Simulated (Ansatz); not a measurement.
A run of Ansatz 0.2.0 is set up as follows.

input.yaml

```yaml
crystal:
  lattice:
    - [2.2675, 1.3091417354, 3.938]
    - [-2.2675, 1.3091417354, 3.938]
    - [0.0, -2.6182834708, 3.938]
  atoms:
    - { symbol: Bi, position: [0.766, 0.766, 0.766] }
    - { symbol: Bi, position: [0.234, 0.234, 0.234] }
hamiltonian:
  xc: pbesol
  pseudopotentials: { kind: paw }
kpoints:
  mp_grid: { grid: [6, 6, 6] }
scf:
  occupations: { method: fermi_dirac, width: 0.05 }
phonons:
  method: dfpt
  qmesh: [2, 2, 2]
  temperatures: { t_max: 1000, t_step: 100 }
  qpath:
    path:
      - [[0.0, 0.0, 0.0], [0.5, 0.0, 0.0], [0.5, 0.2403434496, -0.2403434496]]
      - [[0.7596565504, 0.5, 0.2403434496], [0.5, 0.5, 0.5], [0.0, 0.0, 0.0], [0.3701717248, 0.0, -0.3701717248]]
      - [[0.6298282752, 0.3701717248, 0.0], [0.5, 0.5, 0.0], [0.6298282752, 0.6298282752, 0.2403434496], [0.5, 0.5, 0.5]]
      - [[0.5, 0.0, 0.0], [0.7596565504, 0.3701717248, 0.3701717248]]
    npoints: 8
```

Potentials or basis: Ansatz PAW.

The run is started by

```sh
$ ansatz run input.yaml --threads 2 --pin off --max-ram 5632MiB --backend cpu --events-out ev --progress --plain --runs-dir out
```

Question: Estimate the highest phonon frequency.

Answer: 113 cm⁻¹.

Question: Estimate the band gap on the k mesh.

Answer: None (metal or under the smearing width).

Phonon frequencies in cm⁻¹ (negative: imaginary):
```csv
q point,frequencies
"(0.000, 0.000, 0.000)",0 0 0 74 74 107
"(0.000, 0.000, -0.500)",46 56 59 104 105 109
"(0.000, -0.500, -0.500)",23 28 29 89 100 101
"(-0.500, -0.500, -0.500)",40 40 58 108 108 113
```

Caveat: spin-orbit coupling is left out, which moves the levels of the heavy elements; the q mesh is small, so phonon branches between its points and thermal values are rough.
